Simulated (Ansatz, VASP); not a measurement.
# W: VASP beside Ansatz

File INCAR:

```
SYSTEM = W
  PREC = Accurate
  ENCUT = 520
  EDIFF = 1E-6
  ISMEAR = -1
  SIGMA = 0.1
  LREAL = .FALSE.
  LASPH = .TRUE.
  NELM = 60
  ALGO = Normal
  ISIF = 2
  LWAVE = .FALSE.
  LCHARG = .TRUE.
  GGA = RE
  LELF = .TRUE.
  LVHAR = .TRUE.
  NBANDS = 13
```

The input KPOINTS:

```
Automatic mesh
0
G
  13 13 13
  0 0 0
```

File POSCAR:

```
W
1.0
    2.7484653566      0.0000000000      0.0000000000
    0.0000000000      2.7484653566      0.0000000000
    0.0000000000      0.0000000000      2.7484653566
W
1
Direct
    0.0000000000      0.0000000000      0.0000000000
```

Input for Ansatz:

```yaml
crystal:
  lattice:
    - [2.7484653566, 0.0, 0.0]
    - [0.0, 2.7484653566, 0.0]
    - [0.0, 0.0, 2.7484653566]
  atoms:
    - { symbol: W, position: [0.0, 0.0, 0.0] }
hamiltonian:
  xc: revpbe
  pseudopotentials:
    kind: paw
    azcp:
      W: "pseudopotentials/W.paw.azcp"
basis:
  ecutwfc: 420
  fft_grid_basis: typed
kpoints:
  mp_grid: { grid: [13, 13, 13], shift: [0, 0, 0] }
magnetization:
  spin_polarized: false
scf:
  occupations: { method: fermi_dirac, width: 0.1 }
  lower_state_search: "off"
output:
  stress: true
```

Alike in both runs: task single point; functional revPBE; k mesh 13 × 13 × 13; occupations fermi-dirac, width 0.1 eV; no spin polarisation.

|  | VASP | Ansatz |
| --- | --- | --- |
| version | VASP 6.6.1 | Ansatz 0.2.0 |
| potentials or method | VASP PAW PBE potentials, release 64 (W_sv) | plane waves (420 eV) with PAW, scalar-relativistic |
| plane-wave cutoff (eV) | 520 | 420 |
| valence electrons in the cell | 14 | 14 |

|  | VASP | Ansatz | Ansatz less VASP |
| --- | --- | --- | --- |
| pressure (GPa) | -18.6 | -18.8 | -0.23 |

The functional is the same, so the differences come from potentials, cutoffs and numerics.

Caveats: so large a pressure means that the cell lies far from this level's equilibrium, or that cutoff or potentials fall short (VASP); the potentials were made for another functional, which shifts forces and pressure (VASP). Spin-orbit coupling is left out, which matters for the levels of W.
